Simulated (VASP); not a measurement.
# Settings for SnSe: optical spectrum of independent particles

SnSe, Pnma (no. 62), 8 atoms in the cell. PBE, independent-particle dielectric function; PAW potentials Sn_d, Se (PBE set). VASP 6.6.1.

Wanted: ε at zero frequency, electronic within 1 %; spectrum (imaginary part of ε) within 10 %.

POSCAR:
```
SnSe
1.0
   11.4200000000      0.0000000000      0.0000000000
    0.0000000000      4.1900000000      0.0000000000
    0.0000000000      0.0000000000      4.4600000000
Sn Se
4 4
Direct
    0.8770000000      0.7500000000      0.9090000000
    0.6230000000      0.2500000000      0.4090000000
    0.3770000000      0.7500000000      0.5910000000
    0.1230000000      0.2500000000      0.0910000000
    0.6430000000      0.7500000000      0.9840000000
    0.8570000000      0.2500000000      0.4840000000
    0.1430000000      0.7500000000      0.5160000000
    0.3570000000      0.2500000000      0.0160000000
```

The series start from Bands in all (NBANDS): 80; Plane-wave cutoff (eV): 270; Energy points: 2000; k mesh: 3 × 6 × 6; Precision mode: Accurate; Electronic algorithm: Normal. Each series keeps the choices made before it, and each single choice may use up half of a tolerance. Times cover all steps of a run.

## Bands in all (NBANDS)

| Bands in all (NBANDS) | ε at zero frequency, electronic | Spectrum (imaginary part of ε), largest deviation against the largest value | Time (s) |
|---|---|---|---|
| 52 | 22.23 | 7.7 % | 38 |
| 64 | 22.85 | 0.59 % | 42 |
| 80 | 22.92 | 0.3 % | 50 |
| 104 | 22.96 | 0.33 % | 51 |
| 136 | 22.98 | 0.28 % | 60 |
| 200 (reference) | 23 | 0 % | 80 |

Chosen: 80, the loosest value from which every tighter one stays within half of the tolerance.

## Plane-wave cutoff (eV)

| Plane-wave cutoff (eV) | ε at zero frequency, electronic | Spectrum (imaginary part of ε), largest deviation against the largest value | Time (s) |
|---|---|---|---|
| 150 | 22.54 | 7.3 % | 21 |
| 180 | 22.82 | 1.8 % | 28 |
| 220 | 22.92 | 0.13 % | 35 |
| 270 | 22.92 | 0.11 % | 50 |
| 330 (reference) | 22.92 | 0 % | 73 |

Chosen: 180.

## Energy points

| Energy points | ε at zero frequency, electronic | Spectrum (imaginary part of ε), largest deviation against the largest value | Time (s) |
|---|---|---|---|
| default | 22.82 | 0.56 % | 26 |
| 2000 | 22.82 | 0.044 % | 28 |
| 4000 (reference) | 22.82 | 0 % | 28 |

Chosen: default.

## k mesh

| k mesh | ε at zero frequency, electronic | Spectrum (imaginary part of ε), largest deviation against the largest value | Time (s) |
|---|---|---|---|
| 1 × 3 × 3 | 49.93 | 196 % | 17 |
| 2 × 4 × 4 | 19.8 | 33 % | 22 |
| 2 × 5 × 5 | 23.68 | 48 % | 23 |
| 3 × 6 × 6 | 22.82 | 18 % | 26 |
| 3 × 8 × 8 | 21.42 | 19 % | 34 |
| 4 × 10 × 10 (reference) | 21.3 | 0 % | 53 |

Chosen: 4 × 10 × 10; the next looser run is off by more than half of the tolerance, so convergence isn't shown beyond this value.

## Precision mode

| Precision mode | ε at zero frequency, electronic | Spectrum (imaginary part of ε), largest deviation against the largest value | Time (s) |
|---|---|---|---|
| Accurate | 21.3 | 0 % | 53 |
| Normal | 21.29 | 0.11 % | 42 |
| Single | 21.29 | 0.16 % | 52 |

Chosen: Accurate; no other choice that stays within half of the tolerance saves 30 % of the time.

## Electronic algorithm

| Electronic algorithm | ε at zero frequency, electronic | Spectrum (imaginary part of ε), largest deviation against the largest value | Time (s) |
|---|---|---|---|
| Normal | 21.3 | 0 % | 53 |
| Fast | 21.3 | 0.072 % | 59 |

Chosen: Normal.

## All choices together

| Input | ε at zero frequency, electronic | Spectrum (imaginary part of ε), largest deviation against the largest value | Time (s) |
|---|---|---|---|
| all settings of the optics step left to the defaults, ground-state mesh (naive) | 21.62 | 13 % | 38 |
| chosen settings | 21.3 | 1.4 % | 53 |
| reference settings throughout | 21.48 | 0 % | 352 |

The chosen settings stay within the tolerance of the reference run, but the reference itself isn't shown to be converged in: k mesh.

## The input

INCAR.step1:
```
PREC = Accurate ; ENCUT = 180
ISMEAR = 0 ; SIGMA = 0.02
EDIFF = 1E-7 ; LASPH = True
KPAR = 4 ; LWAVE = False
LCHARG = True ; GGA = PE
```

INCAR.step2:
```
PREC = Accurate ; ENCUT = 180
ISMEAR = 0 ; SIGMA = 0.05
EDIFF = 1E-6 ; LASPH = True
KPAR = 4 ; LWAVE = False
LCHARG = False ; ICHARG = 11
LOPTICS = True ; NBANDS = 80
CSHIFT = 0.1 ; ALGO = Normal
GGA = PE
```

KPOINTS.step1:
```
k-points
0
Gamma
  3 6 6
```

KPOINTS.step2:
```
Automatic mesh
0
Gamma
  4 10 10
  0 0 0
```

Commands (each step's output is kept before the next begins):
```
cat potpaw_PBE.64/Sn_d/POTCAR potpaw_PBE.64/Se/POTCAR > POTCAR
cp INCAR.step1 INCAR
cp KPOINTS.step1 KPOINTS
mpirun -np 4 vasp_std > vasp.out
cp INCAR.step2 INCAR
cp KPOINTS.step2 KPOINTS
mpirun -np 4 vasp_std > vasp.out
```

Limits: Spin-orbit coupling is left out, which can matter with atoms this heavy; the pull between electron and hole is left out; the onset follows the functional's gap, which semilocal functionals usually make too small; ε is the mean of a tensor that differs by direction.

The chosen input took VASP 6.6.1 53 s on 4 cores (Intel Xeon 6975P-C (Granite Rapids)), a shared host.

## An input that fails: one empty band

It runs to its end, but against the unchanged starting input it is off by 52 % in the ε at zero frequency, electronic, 68 % in the spectrum (imaginary part of ε).

Changes against the starting input:
```
(step 2)
- NBANDS = 80
+ NBANDS = 41
```
